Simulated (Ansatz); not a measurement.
**NbC: input and output**

The input, for Ansatz 0.2.0 (plane waves, PAW):

```yaml
crystal:
  lattice:
    - [0.0, 2.233623, 2.233623]
    - [2.233623, 0.0, 2.233623]
    - [2.233623, 2.233623, 0.0]
  atoms:
    - { symbol: Nb, position: [0.0, 0.0, 0.0], spin: 1, spin_axis: [0.70711, 0.70711, 0.0] }
    - { symbol: C, position: [0.5, 0.5, 0.5] }
  symmetry: { tolerance: 0.0003 }
kpoints:
  mp_grid: { grid: [13, 13, 13], shift: [0, 0, 0] }
  band_path:
    path:
      - [0.0, 0.0, 0.0]
      - [0.5, 0.0, 0.5]
      - [0.625, 0.25, 0.625]
      - [0.375, 0.375, 0.75]
      - [0.0, 0.0, 0.0]
      - [0.5, 0.5, 0.5]
      - [0.5, 0.25, 0.75]
      - [0.5, 0.0, 0.5]
    npoints: 8
magnetization:
  noncollinear: true
  spin_orbit: true
scf:
  occupations: { method: fermi_dirac }
  lower_state_search: "off"
  max_iter: 200
hamiltonian:
  pseudopotentials: { kind: paw_fr }
  xc: pbe
basis:
  ecutwfc: 420
  fft_grid_basis: typed
output:
  forces: true
  stress: true
  eigenvalues: true
  bader: true
  populations: true
  elf: true
  write_potential: true
  volumetric_format: npy
  dos:
    e_range: [-12, 8]
    de: 0.05
    projected: { site_lists: { C: [C], Nb: [Nb] } }
    method: { smearing: { sigma: 0.1, scheme: gaussian } }
checkpoint:
  read: saved_state
```

The saved state is an earlier solution for the same cell, perhaps on another mesh. The state carries no moments; the state need not be the lowest.

Excerpt of what it printed:

```
Warning: output.stress: scf.convergence.dr2_threshold = 1e-7 eV (the SCF's general default) is looser than the 2e-10 eV advised for a printed stress (1e-10 eV for each atom of the cell: 2).
Pseudopotentials: kind: paw_fr
Pseudopotential: Nb, paw_fr, valence charge 13, recommended cutoff 420 eV (normal), Nb.paw.azcp#standard-fr
Pseudopotential: C, paw_fr, valence charge 4, recommended cutoff 420 eV (normal), C.paw.azcp#standard-fr
Functional definition: PBE
  exchange = pbe_x(kappa = kappa, mu = beta*pi^2/3)
  correlation = pbe_c(beta = beta)
Crystal: 2 atoms, lattice volume = 22.287 Å³
Basis set: ecut = 420 eV, 411 PW (Γ), exchange–correlation on 48×48×48 points (8 copies of the dense FFT grid, shifted against one another)
Bands: 26, of which v1, the nominal top of the filled ones, is band 17 counted from 1 (16 counted from 0)
Symmetry: 4 space group operations + 4 with time reversal
Magnetic group: BNS 71.536 (UNI 634), of the structure as read, at distance tolerance 8.4e-4 Å
k-points: 343 of 2197 (time reversal used)
Initial density: read from a saved state, or passed on in memory by an earlier SCF of this step, an earlier step, the calling program or the single point that the run made first
Starting moments: Σ|m| = 1 μB on 1 of 2 sites; this step starts from the density that it was given
Functional: x = pbe(κ = 0.804, μ = 0.2195), c = pbe(β = 0.0667)
SCF iter   1: F=—  Δρ=3.72e-3  dr2=9.01e-4  dr2_m=1.74e-5  |M|=2.94e-4 ∫|m|=6.46e-4 μB mc-row=0.0e0
SCF iter   2: F=—  Δρ=2.41e-3  dr2=9.98e-5  dr2_m=8.69e-6  |M|=2.04e-4 ∫|m|=4.84e-4 μB mc-row=0.0e0
SCF iter   3: F=—  Δρ=1.70e-3  dr2=4.35e-5  dr2_m=4.34e-6  |M|=1.48e-4 ∫|m|=3.72e-4 μB mc-row=0.0e0
SCF iter   4: F=—  Δρ=1.46e-4  dr2=2.96e-7  dr2_m=2.17e-6  |M|=9.67e-5 ∫|m|=2.75e-4 μB mc-row=0.0e0
SCF iter   5: F=—  Δρ=1.03e-4  dr2=2.68e-8  dr2_m=1.08e-6  |M|=7.57e-5 ∫|m|=2.19e-4 μB mc-row=0.0e0
SCF iter   6: F=—  Δρ=7.30e-5  dr2=6.37e-10  dr2_m=5.44e-7  |M|=5.95e-5 ∫|m|=1.76e-4 μB mc-row=0.0e0
SCF iter   7: F=—  Δρ=5.17e-5  dr2=2.01e-10  dr2_m=2.73e-7  |M|=4.68e-5 ∫|m|=1.41e-4 μB mc-row=0.0e0
SCF iter   8: F=—  Δρ=3.67e-5  dr2=6.51e-11  dr2_m=1.38e-7  |M|=3.70e-5 ∫|m|=1.14e-4 μB mc-row=0.0e0
SCF iter   9: F=-4805.3260 eV  Δρ=2.15e-6  dr2=1.32e-12  dr2_m=4.73e-10  |M|=7.53e-6 ∫|m|=3.09e-5 μB mc-row=0.0e0
SCF iter  10: F=-4805.3260 eV  Δρ=9.36e-7  dr2=8.29e-12  dr2_m=8.95e-11  |M|=3.20e-6 ∫|m|=1.44e-5 μB mc-row=0.0e0
SCF iter  11: F=-4805.3260 eV  Δρ=7.71e-7  dr2=1.84e-10  dr2_m=1.43e-12  |M|=2.18e-7 ∫|m|=1.71e-6 μB mc-row=0.0e0
Magnetization: |M| = 0.0000 μB,  M = (+0.0000, +0.0000,  0.0000) μB
Absolute magnetization: 0.0000 μB (∫|m|, with the PAW one-centre terms)
  site 0: m = (+0.0000, +0.0000, +0.0000) μB, |m| = 0.0000 μB  (R = 0.92 Å)
  site 1: m = ( 0.0000,  0.0000,  0.0000) μB, |m| = 0.0000 μB  (R = 0.92 Å)
Free energy (F): -4805.3260 eV
Harris-Foulkes:  -4805.3260 eV  (|F-HF|=1.57e-10)
Internal energy: -4805.3032 eV  (E = F + TS)
E sigma→0 (E₀):  -4805.3146 eV
Entropy (-TS):   -0.0228 eV (-11.401 meV/atom)
Fermi energy:    18.8262 eV
--- Forces (eV/Å), atoms counted from 1 ---
  atom   1  Nb     0.0000     0.0000     0.0000
  atom   2  C      0.0000     0.0000     0.0000
--- Stress (GPa, compression-positive) ---
        3.7275       0.0000       0.0000
        0.0000       3.7275       0.0000
        0.0000       0.0000       3.7275
  P = ⅓ Tr σ = 3.7275 GPa (37.275 kbar)
--- Löwdin populations: 2 sites ---
  site symbol       q [e]
     0     Nb     12.3093
     1      C      4.6439
  spilling = 0.0028 (of n_electrons = 17.0000)
```

Absolute energies hang on the potentials; compare differences alone.

Origin: a database entry at a rescaled volume. Caveats: the SCF threshold is loose for a stress.
